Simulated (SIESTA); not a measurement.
Cu under changes of volume

One of the cells (11.458 Å³/atom); the others are scaled copies at fixed shape and fractional positions:

```
Cu
1.0
    -1.44279    1.44279    1.37608
     1.44279   -1.44279    1.37608
     1.44279    1.44279   -1.37608
Cu
1
Direct
  0.00000 0.00000 0.00000
```

This isn't the form of Cu at room conditions, which is fcc.

* Program: SIESTA 5.4.2
* Functional: PBEsol
* Potentials or basis: PseudoDojo 0.4 standard (PBEsol files)
* Basis: DZP (energy shift 0.003 Ry; two zetas on semicore shells)
* Grid cutoff: 800 Ry
* Energy shift: 0.003 Ry
* k mesh: 13 × 13 × 13
* Occupations: fermi-dirac, width 0.05 eV
* Spin: no spin polarisation

```tsv
volume (Å³/atom)	energy over the lowest point (meV/atom)	pressure (GPa)
10.771	14.55	9.4
11.000	?	?
11.229	0.00	1.3
11.458	0.62	-2.1
11.687	6.11	-5.4
11.916	15.73	-8.0
12.146	29.06	-10.4
```

Problem. What does the run at 11.000 Å³/atom give?

Solution. Energy over the lowest point 4.36 meV/atom; pressure 5.0 GPa.

Worked out: A Birch-Murnaghan fit of order 3 (a polynomial in V^(-2/3)) to the other rows has its minimum at 11.31 Å³/atom with B0 = V·E''(V) = 172 GPa and B' = 4.3 at fixed shape and positions, which overstates the stiffness. It gives 4.37 meV/atom at 11.000 Å³/atom, against the run's 4.36, and -dE/dV = 5.0 GPa, against 5.0.

Energies are extrapolated to zero smearing.

Caveats: short orbitals over semicore shells can move pressures by several GPa; the basis of atomic orbitals isn't converged, which shifts pressures, moduli and gaps.
